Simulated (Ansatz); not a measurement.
The system is HgTe (Coloradoite).

```xyz
2
Lattice="0.0000 3.2145 3.2145 3.2145 0.0000 3.2145 3.2145 3.2145 0.0000" Properties=species:S:1:pos:R:3 pbc="T T T"
Hg    0.0000    0.0000    0.0000
Te    4.8217    4.8217    4.8217
```

```yaml
Program: Ansatz 0.2.0
Task: relaxation of cell and atoms
Functional: PBE
Dispersion: D3(BJ)
Potentials_or_basis: Ansatz PAW
Cutoff: "420 eV (not typed: the program's choice for these potentials)"
k_mesh: 7 × 7 × 7
Occupations: fermi-dirac, width 0.05 eV
Spin: no spin polarisation
```

At the start: volume 33.22 Å³/atom.

Where does the relaxation end?

It ends after 5 steps and the volume is 35.08 Å³/atom (+5.6 %); space group F-43m (No. 216, to 0.05 Å).

The path:
| step | energy change (eV) | largest force (eV/Å) | volume (Å³) |
| --- | --- | --- | --- |
| 1 | 0.0000 | 0.0000 | 66.43 |
| 2 | -0.0177 | 0.0000 | 72.47 |
| 3 | -0.0267 | 0.0000 | 70.43 |
| 4 | -0.0268 | 0.0000 | 70.16 |
| 5 | -0.0276 | 0.0000 | 70.16 |

Final structure:
```
Hg Te
1.0
     0.00000    3.27351    3.27351
     3.27351    0.00000    3.27351
     3.27351    3.27351    0.00000
Hg Te
1 1
Direct
  0.00000 0.00000 0.00000
  0.75000 0.75000 0.75000
```

Caveat: the plane-wave basis is chosen anew once the cell has moved, so the energies of steps on either side of that aren't comparable; pairwise dispersion overbinds metals, which lowers pressure and volume.
